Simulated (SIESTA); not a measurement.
Crystal: PtS2.

```
Pt S
1.0
     3.54320    0.00000    0.00000
    -1.77160    3.06850    0.00000
     0.00000    0.00000    5.03880
Pt S
1 2
Cartesian
  0.0000 0.0000 0.0000
  1.7716 1.0228 3.8950
  0.0000 2.0457 1.1438
```

| Property | Result |
| --- | --- |
| Program | SIESTA 5.4.2 |
| Task | relaxation of cell and atoms |
| Functional | PBE |
| Potentials or basis | PseudoDojo 0.4 standard (PBE files) |
| Basis | DZP (energy shift 0.01 Ry) |
| Grid cutoff | 800 Ry |
| Energy shift | 0.01 Ry |
| k mesh | 9 × 9 × 5 |
| Occupations | fermi-dirac, width 0.05 eV |
| Spin | no spin polarisation |

At the start: pressure 13.3 GPa; volume 18.26 Å³/atom.

Task: Where does the relaxation end?

Result: Over 8 steps the energy falls by 76.6 meV/atom and the volume is 18.92 Å³/atom (+3.6 %); space group P-3m1 (No. 164, to 0.05 Å).

The path:
```tsv
step	energy change (eV)	largest force (eV/Å)	pressure (GPa)	volume (Å³)
1	0.0000	1.7835	13.29	54.78
2	-0.1981	0.6036	4.80	55.79
3	-0.1536	0.9054	-5.61	57.44
4	-0.2287	0.0784	0.04	56.47
5	-0.2048	0.0481	-2.53	58.71
6	-0.2295	0.0568	-0.37	56.81
7	-0.2272	0.1814	1.24	56.58
8	-0.2298	0.0025	-0.01	56.76
```

Final structure:
```cif
data_structure
_symmetry_space_group_name_H-M 'P 1'
_symmetry_Int_Tables_number 1
_cell_length_a 3.5906
_cell_length_b 3.5906
_cell_length_c 5.0833
_cell_angle_alpha 90.000
_cell_angle_beta 90.000
_cell_angle_gamma 120.000
_cell_volume 56.76
loop_
_atom_site_label
_atom_site_type_symbol
_atom_site_fract_x
_atom_site_fract_y
_atom_site_fract_z
_atom_site_occupancy
Pt1 Pt 0.00000 0.00000 0.00000 1
S1 S 0.66667 0.33333 0.75529 1
S2 S 0.33333 0.66667 0.24471 1
```

Caveat: semicore shells carry a single zeta, which can move pressures by several GPa and volumes by a few percent; the basis of atomic orbitals isn't converged, which shifts pressures, moduli and gaps.
